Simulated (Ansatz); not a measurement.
C (sc type), DFT, PBE, all-electron LAPW, scalar-relativistic (Ansatz 0.2.0), on 1 thread of Intel(R) Xeon(R) Platinum 8488C (Sapphire Rapids) (shared host).

Command: `ansatz run input.yaml --threads 1 --pin off --max-ram 2048MiB --backend cpu --events-out ev --progress --plain --runs-dir out`

```yaml
crystal:
  lattice:
    - [1.428343668, 0.0, 0.0]
    - [0.0, 1.428343668, 0.0]
    - [0.0, 0.0, 1.428343668]
  atoms:
    - { symbol: C, position: [0.0, 0.0, 0.0] }
kpoints:
  mp_grid: { grid: [20, 20, 20] }
scf:
  occupations: { method: fermi_dirac, width: 0.08 }
hamiltonian:
  xc: pbe
  pseudopotentials: { kind: all_electron, lapw: { basis_error: 0.001 } }
output:
  forces: true
  stress: true
  eigenvalues: true
  populations: true
```

Question: How large is the problem that the program sets up?

Answer: 286 irreducible k-points, 81 plane waves at Γ, 7 bands.

Question: About how long does it take?

Answer: 5.1 s of wall time for 5 SCF iterations. Times on shared machines scatter by tens of per cent.
